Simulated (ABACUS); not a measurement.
The system is WS2.

```
W S
1.0
     1.57900    0.91164    6.16333
    -1.57900    0.91164    6.16333
     0.00000   -1.82327    6.16333
W S
1 2
Cartesian
  0.0000 0.0000 0.0000
  0.0000 0.0000 10.7427
  0.0000 0.0000 13.8730
```

Measurements of this composition are mostly on another form, of space group No. 194.

```yaml
Program: ABACUS 3.10.1
Task: single point
Functional: PBE
Potentials_or_basis: PseudoDojo NC SR 0.4.1 PBE standard
Cutoff: 1007 eV
Density_cutoff: 4027 eV
Basis: plane waves
k_mesh: 10 × 10 × 10
Occupations: fermi-dirac, width 0.05 eV
Spin: no spin polarisation
```

On this cell: pressure 4.6 GPa; largest force 0.610 eV/Å; band gap on the k mesh 1.07 eV, indirect (least direct gap 2.24 eV).

The same run follows on a disturbed copy (atoms moved at random, drawn with an rms of 0.05 Å):

```xyz
3
Lattice="1.5790 0.9116 6.1633 -1.5790 0.9116 6.1633 0.0000 -1.8233 6.1633" Properties=species:S:1:pos:R:3 pbc="T T T"
W    -0.0377   -0.0171    0.0389
S     0.0067    0.0202   10.7222
S     0.0119   -0.0494   13.9186
```

Q: What does the disturbed cell give?

A: The energy moves by +22.8 meV/atom; pressure 1.5 GPa; largest force 1.683 eV/Å; band gap on the k mesh 0.98 eV, indirect (least direct gap 2.05 eV).

Forces on the atoms (eV/Å):
```
W    0.965 -0.013 -1.379
S   -0.385 -0.331  1.073
S   -0.580  0.343  0.306
```

Stress tensor (GPa, compression positive):
```
 2.66 -0.91 -0.79
-0.91  2.41  3.06
-0.79  3.06 -0.43
```

Caveats: spin-orbit coupling is left out, which moves the levels of the heavy elements.

A k mesh can miss the band edges.
